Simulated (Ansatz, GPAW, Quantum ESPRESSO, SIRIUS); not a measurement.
# NiAl: energy against volume and a worked fit

```
Ni Al
1.0
     2.88100    0.00000    0.00000
     0.00000    2.88100    0.00000
     0.00000    0.00000    2.88100
Ni Al
1 1
Cartesian
  1.4405 1.4405 1.4405
  0.0000 0.0000 0.0000
```

The cell was scaled at fixed shape and fractions and run with SIRIUS, PseudoDojo 0.4.1 PBEsol standard (scalar relativistic), cutoff 1333 eV; PBEsol, k mesh 9 × 9 × 9 on the cell of 2 atoms, fermi-dirac occupations of 0.05 eV, collinear spin, ferromagnetic start, no spin-orbit coupling. Energies are those that the program minimises, any entropy of the smearing included. For a metal such a mesh isn't converged to the digits shown. The magnetic state is the one that the start led to, which needn't be the lowest.

```tsv
V (Å³/atom)	energy over the lowest row (meV/atom)
11.2390	11.58
11.4781	2.84
11.7173	0.00
11.9564	2.46
12.1955	?
12.4346	21.15
12.6738	36.45
```

**Question.** Fit the third-order Birch-Murnaghan form, give V0, B0 and B′, and predict the energy left open.

**Answer.** With y = (V0/V)^(2/3), E = E0 + (9 V0 B0/16) [(y - 1)³ B′ + (y - 1)² (6 - 4y)]. Least squares through the rows shown give V0 = 11.7214 Å³/atom, E0 = 0.00 meV, B0 = 173.5 GPa (1 eV/Å³ = 160.218 GPa) and B′ = 4.34, with a largest miss of 0.01 meV. At V = 12.1955 the form with these constants gives 9.68 meV; the run gave 9.67 meV an atom. Other set-ups at this level, from all their volumes (Å³/atom, GPa): GPAW, PAW data sets generated for this functional: V0 11.801, B0 175.2; Ansatz, all-electron LAPW, scalar-relativistic: V0 11.714, B0 173.2; Quantum ESPRESSO, PseudoDojo 0.4.1 SR PBEsol standard: V0 11.723, B0 173.3; Quantum ESPRESSO, GBRV 1.5 PBEsol: V0 11.727, B0 173.2.
